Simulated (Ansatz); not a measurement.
Calculation for Zr (bcc type): DFT, PBEsol, PAW with Ansatz's default frozen-core files, scalar-relativistic (Ansatz 0.2.0). This run: volume at 0.4 of the series' base cell, partial waves polarizable.

The cell comes from a relaxation on PAW files under the same functional, begun from a prototype that needn't be the stable phase.

Command: `ansatz run input.yaml --threads 1 --pin off --max-ram 2048MiB --backend cpu --events-out ev --progress --plain --runs-dir out` It took 0.66 s on 1 thread of Intel(R) Xeon(R) 6975P-C (Granite Rapids), with other jobs on the host, peak memory 0.33 GiB.

```yaml
crystal:
  lattice:
    - [-1.2977496185, 1.2977496185, 1.2977496185]
    - [1.2977496185, -1.2977496185, 1.2977496185]
    - [1.2977496185, 1.2977496185, -1.2977496185]
  atoms:
    - { symbol: Zr, position: [0.0, 0.0, 0.0] }
kpoints:
  mp_grid: { grid: [15, 15, 15] }
scf:
  occupations: { method: fermi_dirac, width: 0.08 }
hamiltonian:
  xc: pbesol
  pseudopotentials: { kind: paw, partial_waves: polarizable }
output:
  forces: true
  stress: true
  eigenvalues: true
```

Output:

```
Engine: ansatz 0.2.0
Pseudopotentials: kind: paw
Pseudopotential: Zr, paw, valence charge 12, recommended cutoff 420 eV (normal), Zr.paw.azcp
Functional definition: PBEsol
  exchange = pbesol_x
  correlation = pbesol_c
Crystal: 1 atoms, lattice volume = 8.742 Å³
Basis set: ecut = 420 eV, 177 PW (Γ), exchange–correlation on 32×32×32 points (8 copies of the dense FFT grid, shifted against one another)
Bands: 10, of which v1, the nominal top of the filled ones, is band 6 counted from 1 (5 counted from 0)
Symmetry: 48 space group operations
Space group: Im-3m (ITA 229), of the structure as read, at distance tolerance 2.1e-5 Å
k-points: 120 of 3375
Non-local potential: Zr, projectors of the file, l = 0: 3, l = 1: 2, l = 2: 2, l = 3: 2
PAW form: soft (Blöchl's): semilocal exchange-correlation on the pseudo side does not see the compensation charge
PAW frozen core: Zr, regenerated for the run's functional, and the local potential with it (the file was generated under x = pbe(κ = 0.804, μ = 0.2195149727645171), c = pbe(β = 0.06672455060314922))
PAW one-centre angular grid: Zr, 590 points (default); XC on 64 Gauss nodes
Initial density: superposition of atomic densities (neutral atoms: chi_scale 0, normalization atom), corrected by the library's trained network
Initial wavefunctions: pseudopotential atomic-orbital guess
Functional: x = pbesol(κ = 0.804, μ = 0.12345679012345678), c = pbesol(β = 0.046)
Partial waves of Zr: polarizable
SCF iter   1: F=—  HF=-4122.110340 eV  |F-HF|=—  |Δ(HF+E_count)|=         —  Δρ=2.67e-1  dr2=4.14e0  ethr=1.77e-3  ⟨swp⟩=5.2  Hψ=7756  notcnv=0
preconditioner: auto → none  [metal: Δε(μ)=0.054 eV  Ē_g=26.446 eV  σ=0.080 eV  W_gap=0.17  n_scr=0 (ndim 8)  ℏωp=39.7 eV  f_vac=0.000  D(μ)=0.33/eV (n_scr^D=0)]
SCF iter   2: F=—  HF=-4120.257866 eV  |F-HF|=—  |Δ(HF+E_count)|=    1.85e0  Δρ=8.59e-2  dr2=2.89e-1  ethr=1.77e-3  ⟨swp⟩=3.0  Hψ=3815  notcnv=0  defer=2
SCF iter   3: F=—  HF=-4120.142080 eV  |F-HF|=—  |Δ(HF+E_count)|=   1.16e-1  Δρ=2.20e-2  dr2=1.03e-2  ethr=1.77e-3  ⟨swp⟩=2.7  Hψ=2418  notcnv=0  defer=2
SCF iter   4: F=—  HF=-4120.141362 eV  |F-HF|=—  |Δ(HF+E_count)|=   7.18e-4  Δρ=5.08e-4  dr2=1.40e-5  ethr=8.60e-5  ⟨swp⟩=1.0  Hψ=1198  notcnv=0  defer=2
SCF iter   5: F=—  HF=-4120.141362 eV  |F-HF|=—  |Δ(HF+E_count)|=   1.20e-8  Δρ=7.75e-5  dr2=1.26e-7  ethr=1.17e-7  ⟨swp⟩=2.1  Hψ=1887  notcnv=0  defer=2
SCF iter   6: F=-4120.141362 eV  HF=-4120.141362 eV  |F-HF|=8.32e-9  |Δ(HF+E_count)|=   3.92e-8  Δρ=1.96e-5  dr2=1.42e-8  ethr=8.33e-10  ⟨swp⟩=5.3  Hψ=6165  notcnv=0
SCF 1 converged in 6 iterations: F = -4120.141362 eV  dr2 = 1.42e-8
  greatest PAW one-centre occupation: 0.998 electrons in one spin orbital (limit 2), on the Zr atom at site 0 (counted from 0), in its partial waves of l = 0
SCF converged after 6 iterations
Free energy (F): -4120.141362 eV
Harris-Foulkes:  -4120.141362 eV  (|F-HF|=8.32e-9)
Internal energy: -4120.133175 eV  (E = F + TS)
E sigma→0 (E₀):  -4120.137268 eV
Entropy (-TS):   -0.008187 eV (-8.187 meV/atom)
Fermi energy:    38.580455 eV
--- Per-component energies (eV) ---
  E_band       = 188.220750
  E_kinetic    = 384.821337
  E_local      = -131.611708  (includes V_loc(G=0)·N_el)
  E_nonlocal   = 88.772034
  E_hartree    = 71.519926
  E_xc         = -175.151611
  E_vxc        = -210.031689  (∫ρ·V_xc dr)
  E_paw        = -2904.953873  (= ΣΔE_a)
  E_vpaw       = -86.767585  (= ΣTr[D̂ρ^β])
  E_aug_tail   = 0.000031  (compensation charges beyond the density's cutoff)
  E_ewald      = -1453.695032
  E_core_change = 0.165720  (= ΣΔE_core)
  E_smearing   = -0.008187  (= −TS)
  E_closure    = 0.000000  (closes the sum)
  Σ components = -4120.141362   (vs F -4120.141362, Δ=0.00e0)
--- Forces (eV/Å), atoms counted from 1 ---
  atom   1  Zr    -0.00000000     0.00000000     0.00000000
  max |Σ_I F_I| component: 5.52e-33 eV/Å
--- Stress (GPa, compression-positive) ---
      452.488469       0.000000       0.000000
        0.000000     452.488469      -0.000000
        0.000000       0.000000     452.488469
  P = ⅓ Tr σ = 452.4885 GPa (4524.885 kbar)
--- Band table (eV; the first three rows and the last of 120) ---
  k-point 0: bands = ["-13.5848", "16.5574", "16.5574", "16.5574", "37.6856", "38.6962", "38.6962", "38.6962", "44.8052", "44.8052"]
  k-point 1: bands = ["-13.4572", "15.9638", "16.3667", "16.5349", "37.9779", "38.3082", "38.8318", "39.2153", "43.9493", "44.6634"]
  k-point 2: bands = ["-13.0826", "14.4021", "15.8581", "16.4705", "37.2218", "37.3620", "40.4318", "40.7049", "43.0895", "44.4299"]
  k-point 119: bands = ["-7.0249", "9.2362", "9.3564", "9.3564", "27.9214", "28.1843", "52.1276", "52.1276", "52.6575", "58.0600"]
```

The PAW files were made under PBE.
